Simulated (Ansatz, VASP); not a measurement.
## Al2Ru: VASP beside Ansatz

File INCAR:

```
SYSTEM = Al2Ru
PREC = Accurate
ENCUT = 520
EDIFF = 1E-6
ISMEAR = 0
SIGMA = 0.1
LREAL = .False.
LASPH = .True.
NELM = 60
ALGO = Normal
ISIF = 2
LWAVE = .False.
LCHARG = .True.
GGA = PS
LELF = .True.
LVHAR = .True.
NBANDS = 17
```

The input KPOINTS:

```
Automatic mesh
0
Gamma
  12 12 12
  0 0 0
```

Contents of POSCAR:

```
Al2Ru
1.0
   -1.5604216200      1.5604216200      4.2218055900
    1.5604216200     -1.5604216200      4.2218055900
    1.5604216200      1.5604216200     -4.2218055900
Al Ru
2 1
Direct
    0.6592021900      0.6592021900      0.0000000000
    0.3407978100      0.3407978100      0.0000000000
    0.0000000000      0.0000000000      0.0000000000
```

Input for Ansatz:

```yaml
crystal:
  lattice:
    - [-1.56042162, 1.56042162, 4.22180559]
    - [1.56042162, -1.56042162, 4.22180559]
    - [1.56042162, 1.56042162, -4.22180559]
  atoms:
    - { symbol: Al, position: [0.65920219, 0.65920219, 0.0] }
    - { symbol: Al, position: [0.34079781, 0.34079781, 0.0] }
    - { symbol: Ru, position: [0.0, 0.0, 0.0] }
basis:
  ecutwfc: 420
kpoints:
  mp_grid: { grid: [12, 12, 12] }
hamiltonian:
  xc: pbesol
scf:
  occupations: { method: gaussian, width: 0.1 }
output:
  forces: true
  stress: true
  eigenvalues: true
```

Alike in both runs: task single point; functional PBEsol; k mesh 12 × 12 × 12; occupations gaussian, width 0.1 eV; no spin polarisation.

|  | VASP | Ansatz |
| --- | --- | --- |
| version | VASP 6.6.1 | Ansatz 0.2.0 |
| potentials or method | VASP PAW PBE potentials, release 64 (Al, Ru_pv) | scalar-relativistic, plane waves, PAW |
| plane-wave cutoff (eV) | 520 | 420 |
| valence electrons in the cell | 20 | 22 |

```tsv
	VASP	Ansatz	Ansatz less VASP
gap on the k mesh at the Fermi level (eV)	none	none	-
pressure (GPa)	-0.4	-0.4	-0.08
largest component of the traceless stress (GPa)	0.41	0.42	+0.009
rms of the force components (eV/Å)	0.021	0.021	+0.0004
```

Atom by atom the forces differ by 0.000 eV/Å (rms over components). A gap of «none» marks a metal or a gap that the smearing closes. The functional is the same, so the differences come from potentials, cutoffs and numerics. The two sets of potentials don't hold the same shells in valence.

Caveats: the PAW data sets were made with another functional, which shifts forces and pressure a little (VASP).
